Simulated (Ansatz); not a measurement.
Structures of BiTe: which is lowest?

Plane-wave DFT in Ansatz with scalar-relativistic PAW potentials, cutoff 420 eV, Γ-centred meshes chosen by cell and gap, Gaussian smearing with energies taken to zero width. Every cell was relaxed (cell and atoms) in a run of its own, within the symmetry of its start. Functional: PBEsol.

Relaxed structures (starts from databases or built by putting these elements on another compound's sites):
A. Fm-3m, 2 atoms in the computed cell, a = 6.394 Å; sites (symmetry × multiplicity) Bi m-3m × 4, Te m-3m × 4; start: database
B. R-3m, 2 atoms in the computed cell, a = 4.798 Å, c = 9.585 Å; sites (symmetry × multiplicity) Bi -3m × 3, Te -3m × 3; start: database

**Question.** Rank them by energy. Could pressure change the order?

**Answer.**
| structure | group | E − E(lowest) (meV/atom) | V (Å³/atom) | gap on mesh (eV) |
| --- | --- | --- | --- | --- |
| B | R-3m | 0.0 | 31.86 | 0.00 |
| A | Fm-3m | 10.8 | 32.68 | 0.00 |

B is lowest, 11 meV/atom under A. The lowest is also the densest of these, so pressure wouldn't bring one of the others in at first order. Other structures may lie lower than all of these, and vibrations aren't counted.

Spin-orbit coupling is left out, which matters for the bands of heavy elements. For Tl, Pb and Bi spin-orbit coupling shifts energies too.